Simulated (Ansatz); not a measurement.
# Mo: the cost of one run

Method: DFT PBE, scalar-relativistic, plane waves, PAW, in Ansatz 0.2.0.

The COD entry's cell or inner coordinates are ideal or old and differ from later refinements, so a difference from it is no clean test against experiment.

**1. The system as given**

The structure is cubic, space group Im-3m (No. 229). Conventional cell: a = 3.160 Å, b = 3.160 Å, c = 3.160 Å, α = 90.00°, β = 90.00°, γ = 90.00°. Mo (site symmetry m-3m) has 8 Mo at 2.74 Å as nearest neighbours.

Structure file:

```
Mo
1.0
    -1.58022    1.58022    1.58022
     1.58022   -1.58022    1.58022
     1.58022    1.58022   -1.58022
Mo
1
Direct
  0.00000 0.00000 0.00000
```

It is the result of an earlier relaxation at this level (volume 15.78 Å³/atom; gap on the mesh: none (metal)).

**2. The bulk in the cell of the plane**

Input file input.yaml:

```yaml
crystal:
  lattice:
    - [2.7370203487, 0.0, 0.0]
    - [-0.9123401162, 2.5804875318, 0.0]
    - [0.9123401162, 1.2902437659, 2.2347677567]
  atoms:
    - { symbol: Mo, position: [0.0, 0.0, 0.0] }
basis:
  ecutwfc: 420
kpoints:
  mp_grid: { grid: [13, 13, 15] }
hamiltonian:
  xc: pbe
scf:
  occupations: { method: gaussian, width: 0.1 }
output:
  forces: true
  stress: true
  eigenvalues: true
```

Run with:

```
ansatz run input.yaml --threads 1 --pin off --max-ram 2560MiB --backend cpu --events-out ev --progress --plain --runs-dir out
```

Q: Estimate wall time and peak memory on 1 thread of Arm Neoverse V1, shared host.

About 6.5 s, with a peak of 0.39 GiB.
